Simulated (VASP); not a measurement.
# Fe (Im-3m) in VASP: settings compared

Aim: see how the results for Fe move with the level of theory and the settings. Levels: r2SCAN, PBE. Tasks: band structure, density of states.

Everything below comes from runs of VASP 6.6.1. Logs are shortened: lines on timing, memory, paths and dates and some standing lists are left out, and cuts for length are marked.

### 1 The structure

Symmetry: Im-3m, No. 229, cubic system. The conventional cell has a = 2.860 Å, b = 2.860 Å, c = 2.860 Å, α = 90.00°, β = 90.00°, γ = 90.00°. Fe (site symmetry m-3m) has 8 Fe at 2.48 Å as nearest neighbours.

### 2 Band structure, r2SCAN, collinear spin, ferromagnetic start

File INCAR:

```
SYSTEM = Fe
PREC = Accurate
ENCUT = 520
EDIFF = 1E-6
ISMEAR = 1
SIGMA = 0.1
LREAL = .False.
LASPH = .True.
NELM = 150
ALGO = Normal
ISIF = 2
LWAVE = .False.
LCHARG = .False.
ISPIN = 2
MAGMOM = 2.5
LORBIT = 11
LMAXMIX = 4
METAGGA = R2SCAN
LMIXTAU = .True.
AMIX = 0.2
BMIX = 1E-4
AMIX_MAG = 0.8
BMIX_MAG = 1E-4
```

File KPOINTS:

```
regular mesh
0
Gamma
  18 18 18
  0 0 0
```

File POSCAR:

```
Fe                                      
1.0
   -1.4301361076      1.4301361076      1.4301361076
    1.4301361076     -1.4301361076      1.4301361076
    1.4301361076      1.4301361076     -1.4301361076
  Fe            
     1
Direct
     0.0000000000000000    0.0000000000000000    0.0000000000000000
```

File KPOINTS_OPT:

```
explicit points
121
Reciprocal
 0.0000000000  0.0000000000  0.0000000000 1
 0.0263157895 -0.0263157895  0.0263157895 1
 0.0526315789 -0.0526315789  0.0526315789 1
 0.0789473684 -0.0789473684  0.0789473684 1
 0.1052631579 -0.1052631579  0.1052631579 1
 0.1315789474 -0.1315789474  0.1315789474 1
 0.1578947368 -0.1578947368  0.1578947368 1
 0.1842105263 -0.1842105263  0.1842105263 1
 0.2105263158 -0.2105263158  0.2105263158 1
 0.2368421053 -0.2368421053  0.2368421053 1
 0.2631578947 -0.2631578947  0.2631578947 1
 0.2894736842 -0.2894736842  0.2894736842 1
 0.3157894737 -0.3157894737  0.3157894737 1
 0.3421052632 -0.3421052632  0.3421052632 1
 0.3684210526 -0.3684210526  0.3684210526 1
 0.3947368421 -0.3947368421  0.3947368421 1
 0.4210526316 -0.4210526316  0.4210526316 1
 0.4473684211 -0.4473684211  0.4473684211 1
 0.4736842105 -0.4736842105  0.4736842105 1
 0.5000000000 -0.5000000000  0.5000000000 1
 0.5000000000 -0.5000000000  0.5000000000 1
 0.4736842105 -0.4736842105  0.5000000000 1
 0.4473684211 -0.4473684211  0.5000000000 1
 0.4210526316 -0.4210526316  0.5000000000 1
 0.3947368421 -0.3947368421  0.5000000000 1
 0.3684210526 -0.3684210526  0.5000000000 1
 0.3421052632 -0.3421052632  0.5000000000 1
 0.3157894737 -0.3157894737  0.5000000000 1
 0.2894736842 -0.2894736842  0.5000000000 1
 0.2631578947 -0.2631578947  0.5000000000 1
 0.2368421053 -0.2368421053  0.5000000000 1
 0.2105263158 -0.2105263158  0.5000000000 1
 0.1842105263 -0.1842105263  0.5000000000 1
 0.1578947368 -0.1578947368  0.5000000000 1
 0.1315789474 -0.1315789474  0.5000000000 1
 0.1052631579 -0.1052631579  0.5000000000 1
 0.0789473684 -0.0789473684  0.5000000000 1
 0.0526315789 -0.0526315789  0.5000000000 1
 0.0263157895 -0.0263157895  0.5000000000 1
 0.0000000000  0.0000000000  0.5000000000 1
 0.0000000000  0.0000000000  0.5000000000 1
 0.0000000000  0.0000000000  0.4736842105 1
 0.0000000000  0.0000000000  0.4473684211 1
 0.0000000000  0.0000000000  0.4210526316 1
 0.0000000000  0.0000000000  0.3947368421 1
 0.0000000000  0.0000000000  0.3684210526 1
 0.0000000000  0.0000000000  0.3421052632 1
 0.0000000000  0.0000000000  0.3157894737 1
 0.0000000000  0.0000000000  0.2894736842 1
 0.0000000000  0.0000000000  0.2631578947 1
 0.0000000000  0.0000000000  0.2368421053 1
 0.0000000000  0.0000000000  0.2105263158 1
 0.0000000000  0.0000000000  0.1842105263 1
 0.0000000000  0.0000000000  0.1578947368 1
 0.0000000000  0.0000000000  0.1315789474 1
 0.0000000000  0.0000000000  0.1052631579 1
 0.0000000000  0.0000000000  0.0789473684 1
 0.0000000000  0.0000000000  0.0526315789 1
 0.0000000000  0.0000000000  0.0263157895 1
 0.0000000000  0.0000000000  0.0000000000 1
 0.0000000000  0.0000000000  0.0000000000 1
 0.0131578947  0.0131578947  0.0131578947 1
 0.0263157895  0.0263157895  0.0263157895 1
 0.0394736842  0.0394736842  0.0394736842 1
 0.0526315789  0.0526315789  0.0526315789 1
 0.0657894737  0.0657894737  0.0657894737 1
 0.0789473684  0.0789473684  0.0789473684 1
 0.0921052632  0.0921052632  0.0921052632 1
 0.1052631579  0.1052631579  0.1052631579 1
 0.1184210526  0.1184210526  0.1184210526 1
 0.1315789474  0.1315789474  0.1315789474 1
 0.1447368421  0.1447368421  0.1447368421 1
 0.1578947368  0.1578947368  0.1578947368 1
 0.1710526316  0.1710526316  0.1710526316 1
 0.1842105263  0.1842105263  0.1842105263 1
 0.1973684211  0.1973684211  0.1973684211 1
 0.2105263158  0.2105263158  0.2105263158 1
 0.2236842105  0.2236842105  0.2236842105 1
 0.2368421053  0.2368421053  0.2368421053 1
 0.2500000000  0.2500000000  0.2500000000 1
 0.2500000000  0.2500000000  0.2500000000 1
 0.2631578947  0.2105263158  0.2631578947 1
 0.2763157895  0.1710526316  0.2763157895 1
 0.2894736842  0.1315789474  0.2894736842 1
 0.3026315789  0.0921052632  0.3026315789 1
 0.3157894737  0.0526315789  0.3157894737 1
 0.3289473684  0.0131578947  0.3289473684 1
 0.3421052632 -0.0263157895  0.3421052632 1
 0.3552631579 -0.0657894737  0.3552631579 1
 0.3684210526 -0.1052631579  0.3684210526 1
 0.3815789474 -0.1447368421  0.3815789474 1
 0.3947368421 -0.1842105263  0.3947368421 1
 0.4078947368 -0.2236842105  0.4078947368 1
 0.4210526316 -0.2631578947  0.4210526316 1
 0.4342105263 -0.3026315789  0.4342105263 1
 0.4473684211 -0.3421052632  0.4473684211 1
 0.4605263158 -0.3815789474  0.4605263158 1
 0.4736842105 -0.4210526316  0.4736842105 1
 0.4868421053 -0.4605263158  0.4868421053 1
 0.5000000000 -0.5000000000  0.5000000000 1
 0.2500000000  0.2500000000  0.2500000000 1
 0.2368421053  0.2368421053  0.2631578947 1
 0.2236842105  0.2236842105  0.2763157895 1
 0.2105263158  0.2105263158  0.2894736842 1
 0.1973684211  0.1973684211  0.3026315789 1
 0.1842105263  0.1842105263  0.3157894737 1
 0.1710526316  0.1710526316  0.3289473684 1
 0.1578947368  0.1578947368  0.3421052632 1
 0.1447368421  0.1447368421  0.3552631579 1
 0.1315789474  0.1315789474  0.3684210526 1
 0.1184210526  0.1184210526  0.3815789474 1
 0.1052631579  0.1052631579  0.3947368421 1
 0.0921052632  0.0921052632  0.4078947368 1
 0.0789473684  0.0789473684  0.4210526316 1
 0.0657894737  0.0657894737  0.4342105263 1
 0.0526315789  0.0526315789  0.4473684211 1
 0.0394736842  0.0394736842  0.4605263158 1
 0.0263157895  0.0263157895  0.4736842105 1
 0.0131578947  0.0131578947  0.4868421053 1
 0.0000000000  0.0000000000  0.5000000000 1
 0.0000000000  0.0000000000  0.0000000000 1
```

Potentials or basis: VASP PAW PBE potentials, release 64 (Fe).

Run with:

```sh
$ cat potpaw_PBE.64/Fe/POTCAR > POTCAR
$ mpirun -np 1 vasp_std > vasp.out
```

OUTCAR:

```text
SYSTEM = Fe
   PREC = Accurate
   ENCUT = 520
   EDIFF = 1E-6
   ISMEAR = 1
   LREAL = .False.
   LASPH = .True.
   NELM = 150
   ISIF = 2
   ISPIN = 2
   LORBIT = 11
   METAGGA = R2SCAN
   AMIX = 0.2
   AMIX_MAG = 0.8

 ion  position               nearest neighbor table
   1  0.000  0.000  0.000-

  LATTYP: Found a body centered cubic cell.
 ALAT       =     2.8602722152

  Lattice vectors:

 A1 = (  -1.4301361076,   1.4301361076,   1.4301361076)
 A2 = (   1.4301361076,  -1.4301361076,   1.4301361076)
 A3 = (   1.4301361076,   1.4301361076,  -1.4301361076)

Analysis of symmetry for initial positions (statically):
=====================================================================
 Subroutine PRICEL returns:
 Original cell was already a primitive cell.

 Routine SETGRP: Setting up the symmetry group for a
 body centered cubic supercell.

 Subroutine GETGRP returns: Found 48 space group operations
 (whereof 48 operations were pure point group operations)
 out of a pool of 48 trial point group operations.

The static configuration has the point symmetry O_h .

Analysis of symmetry for dynamics (positions and initial velocities):
=====================================================================
 Subroutine PRICEL returns:
 Original cell was already a primitive cell.

 Routine SETGRP: Setting up the symmetry group for a
 body centered cubic supercell.

 Subroutine GETGRP returns: Found 48 space group operations
 (whereof 48 operations were pure point group operations)
 out of a pool of 48 trial point group operations.

The dynamic configuration has the point symmetry O_h .

Analysis of structural, dynamic, and magnetic symmetry:
=====================================================================
 Subroutine PRICEL returns:
 Original cell was already a primitive cell.

 Routine SETGRP: Setting up the symmetry group for a
 body centered cubic supercell.

 Subroutine GETGRP returns: Found 48 space group operations
 (whereof 48 operations were pure point group operations)
 out of a pool of 48 trial point group operations.

The overall configuration has the point symmetry O_h .

 Subroutine INISYM returns: Found 48 space group operations
 (whereof 48 operations are pure point group operations),
 and found     1 'primitive' translations

----------------------------------------------------------------------------------------

                                     Primitive cell

  volume of cell :      11.7002

  direct lattice vectors                    reciprocal lattice vectors
    -1.430136108  1.430136108  1.430136108     0.000000000  0.349617073  0.349617073
     1.430136108 -1.430136108  1.430136108     0.349617073  0.000000000  0.349617073
     1.430136108  1.430136108 -1.430136108     0.349617073  0.349617073  0.000000000

  length of vectors
     2.477068400  2.477068400  2.477068400     0.494433206  0.494433206  0.494433206

[... 111 lines left out ...]
  energy-cutoff  :      520.00
  volume of cell :       11.70
 maximum number of plane-waves:       329
   NGX =  9   NGY =  9   NGZ =  9

 number of electron       8.0000001 magnetization       2.6198044

 Free energy of the ion-electron system (eV)
  ---------------------------------------------------
  ext. energy  EPLUGINS =         0.00000000
  ---------------------------------------------------
  free energy    TOTEN  =       -14.36012238 eV

  energy without entropy =      -14.36014950  energy(sigma->0) =      -14.36013142

 E-fermi :   5.5208     XC(G=0): -14.0598

 val. band max:        5.5100620180   @ k =  -0.2222   0.2222   0.1111
 cond. band min:       5.5230584244   @ k =   0.5000   0.0000   0.0000
 fundamental gap:      0.0129964064
 Fermi energy:         5.5208399651

 spin component 1

 k-point     1 :       0.0000    0.0000    0.0000
  band No.  band energies     occupation
      1      -2.9834      1.00000
      2       2.4777      1.00000
      3       2.4779      1.00000
      4       2.4779      1.00000
      5       3.6864      1.00000
      6       3.6864      1.00000
      7      31.2505      0.00000
      8      31.2505      0.00000
      9      31.2505      0.00000
[... 265 lines left out ...]
 k-point    24 :       0.3889    0.1111    0.0000
  band No.  band energies     occupation
      1       0.4083      1.00000
      2       1.5536      1.00000
      3       3.3345      1.00000
      4       3.7050      1.00000
      5       4.3425      1.00000
      6       6.8856     -0.00000
      7      13.4219      0.00000
      8      21.9334      0.00000
      9      25.3136      0.00000

 [... further k-points ...]

 spin component 2

 k-point     1 :       0.0000    0.0000    0.0000
  band No.  band energies     occupation
      1      -3.6227      1.00000
      2       5.8630     -0.00001
      3       5.8630     -0.00001
      4       5.8630     -0.00001
      5       8.0970      0.00000
      6       8.0970      0.00000
      7      30.8706      0.00000
      8      30.8707      0.00000
      9      30.8707      0.00000
[... 265 lines left out ...]
 k-point    24 :       0.3889    0.1111    0.0000
  band No.  band energies     occupation
      1       2.1206      1.00000
      2       4.4747      1.00000
      3       4.9807      1.00000
      4       7.8510      0.00000
      5       8.4377      0.00000
      6       9.4189      0.00000
      7      15.3484      0.00000
      8      22.5731      0.00000
      9      26.3081      0.00000

 [... further k-points ...]
[... 5 lines left out ...]
  --------------------------------------------------------------------------------------
  -------------------------------------------------------------------------------------
  Total        0.0082439      0.0082439      0.0082439     -0.0000000     -0.0000000     -0.0000000
  in kB        1.1288841      1.1288841      1.1288841     -0.0000000     -0.0000000     -0.0000000
  external PRESSURE =       1.1288841 kB  Pullay stress =       0.0000000 kB

 VOLUME and BASIS-vectors are now :
 -----------------------------------------------------------------------------
  energy-cutoff  :      520.00
  volume of cell :       11.70
      direct lattice vectors                 reciprocal lattice vectors
    -1.430136108  1.430136108  1.430136108     0.000000000  0.349617073  0.349617073
     1.430136108 -1.430136108  1.430136108     0.349617073  0.000000000  0.349617073
     1.430136108  1.430136108 -1.430136108     0.349617073  0.349617073  0.000000000

 POSITION                                       TOTAL-FORCE (eV/Angst)
 -----------------------------------------------------------------------------------
      0.00000      0.00000      0.00000        -0.000000     -0.000000      0.000000
 -----------------------------------------------------------------------------------
    total drift:                                0.000000      0.000000      0.000000

  FREE ENERGIE OF THE ION-ELECTRON SYSTEM (eV)
  ---------------------------------------------------
  free  energy   TOTEN  =       -14.3601223828 eV

  energy  without entropy=      -14.3601495004  energy(sigma->0) =      -14.36013142

 total charge

# of ion       s       p       d       tot
------------------------------------------
    1        0.480   0.553   6.179   7.212

 magnetization (x)

# of ion       s       p       d       tot
------------------------------------------
    1       -0.013  -0.120   2.822   2.689
```

It took 2 min on 1 thread of Intel Xeon Platinum 8559C (Emerald Rapids), shared host; peak memory 0.17 GiB.

What came out:

```
Free energy                                           : -14.3601 eV
Pressure                                              : 0.1 GPa
Band gap along the path                               : none (metal or under the smearing width)
Net moment                                            : 2.62 μB per cell
Site moments                                          : Fe +2.69 μB
Valence electrons inside the program's atomic spheres : Fe 7.21
```

Levels at the corners of the path, in eV from the Fermi level:
Spin up:
```csv
point,band 2,band 3,band 4,band 5,band 6,band 7,band 8,band 9
Γ,-3.04,-3.04,-3.04,-1.83,-1.83,25.73,25.73,25.73
H,-5.31,-0.74,-0.74,-0.74,10.02,10.02,10.02,15.59
H,-5.31,-0.74,-0.74,-0.74,10.02,10.02,10.02,15.59
N,-4.04,-1.79,-1.67,-0.49,0.59,6.97,18.87,20.35
N,-4.04,-1.79,-1.67,-0.49,0.59,6.97,18.87,20.35
Γ,-3.04,-3.04,-3.04,-1.83,-1.83,25.73,25.73,25.73
Γ,-3.04,-3.04,-3.04,-1.83,-1.83,25.73,25.73,25.73
P,-3.79,-3.79,-1.64,-1.64,8.49,8.49,8.49,10.74
P,-3.79,-3.79,-1.64,-1.64,8.49,8.49,8.49,10.74
H,-5.31,-0.74,-0.74,-0.74,10.02,10.02,10.02,15.59
P,-3.79,-3.79,-1.64,-1.64,8.49,8.49,8.49,10.74
N,-4.04,-1.79,-1.67,-0.49,0.59,6.97,18.87,20.35
```
Spin down:
```csv
point,band 1,band 2,band 3,band 4,band 5,band 6,band 7,band 8
Γ,-9.14,0.34,0.34,0.34,2.58,2.58,25.35,25.35
H,-2.70,-2.70,3.10,3.10,3.10,10.35,10.35,10.35
H,-2.70,-2.70,3.10,3.10,3.10,10.35,10.35,10.35
N,-3.53,-1.08,0.00,2.40,2.87,3.41,9.23,18.80
N,-3.53,-1.08,0.00,2.40,2.87,3.41,9.23,18.80
Γ,-9.14,0.34,0.34,0.34,2.58,2.58,25.35,25.35
Γ,-9.14,0.34,0.34,0.34,2.58,2.58,25.35,25.35
P,-1.61,-1.61,-1.61,2.92,2.92,9.72,9.72,9.72
P,-1.61,-1.61,-1.61,2.92,2.92,9.72,9.72,9.72
H,-2.70,-2.70,3.10,3.10,3.10,10.35,10.35,10.35
P,-1.61,-1.61,-1.61,2.92,2.92,9.72,9.72,9.72
N,-3.53,-1.08,0.00,2.40,2.87,3.41,9.23,18.80
```

Caveat: the PAW data sets were made with another functional, which shifts forces and pressure a little.

(Part 1 of 2 ends here.)
